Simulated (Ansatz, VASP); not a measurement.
# CsSnI3 in VASP and in Ansatz

File INCAR:

```
SYSTEM = CsSnI3
  PREC = Accurate
  ENCUT = 520
  EDIFF = 1E-7
  ISMEAR = -1
  SIGMA = 0.05
  LREAL = .FALSE.
  LASPH = .TRUE.
  NELM = 80
  ALGO = Normal
  ISIF = 2
  LWAVE = .FALSE.
  LCHARG = .FALSE.
  GGA = PE
  NBANDS = 30
```

File KPOINTS:

```
Automatic mesh
0
G
  5 5 5
  0 0 0
```

Contents of POSCAR:

```
CsSnI3
1.0
    6.1640497518      0.0000000000      0.0000000000
    0.0000000000      6.1640497518      0.0000000000
    0.0000000000      0.0000000000      6.1640497518
Cs I Sn
1 3 1
Direct
    0.0000000000      0.0000000000      0.0000000000
    0.5000000000      0.5000000000      0.0000000000
    0.5000000000      0.0000000000      0.5000000000
    0.0000000000      0.5000000000      0.5000000000
    0.5000000000      0.5000000000      0.5000000000
```

The input input.yaml:

```yaml
crystal:
  lattice:
    - [6.1640497518, 0.0, 0.0]
    - [0.0, 6.1640497518, 0.0]
    - [0.0, 0.0, 6.1640497518]
  atoms:
    - { symbol: Cs, position: [0.0, 0.0, 0.0] }
    - { symbol: I, position: [0.5, 0.5, 0.0] }
    - { symbol: I, position: [0.5, 0.0, 0.5] }
    - { symbol: I, position: [0.0, 0.5, 0.5] }
    - { symbol: Sn, position: [0.5, 0.5, 0.5] }
kpoints:
  mp_grid: { grid: [5, 5, 5] }
scf:
  occupations: { method: fermi_dirac, width: 0.05 }
hamiltonian:
  xc: pbe
  pseudopotentials: { kind: all_electron, lapw: { basis_error: 0.001 } }
output:
  forces: true
  stress: true
  eigenvalues: true
```

Change from the starting cell: volume scaled by 0.98.

Alike in both runs: task single point; functional PBE; k mesh 5 × 5 × 5; occupations fermi-dirac, width 0.05 eV; no spin polarisation.

|  | VASP | Ansatz |
| --- | --- | --- |
| version | VASP 6.6.1 | Ansatz 0.2.0 |
| potentials or method | VASP PAW PBE potentials, release 64 (Cs_sv, I, Sn_d) | all-electron LAPW, scalar-relativistic |
| plane-wave cutoff (eV) | 520 | see its input |

|  | VASP | Ansatz | Ansatz less VASP |
| --- | --- | --- | --- |
| gap on the k mesh at the Fermi level (eV) | 1.73 | 1.73 | +0.002 |
| least direct gap on the mesh (eV) | 1.73 | 1.73 | +0.002 |
| pressure (GPa) | 0.9 | 0.9 | +0.01 |

Ansatz ran all-electron here, so the differences hold the error of VASP's frozen core and of both bases.

Caveats: spin-orbit coupling is left out, which moves the levels of the heavy elements; an odd mesh through Γ misses points on the zone boundary, where band edges often lie.
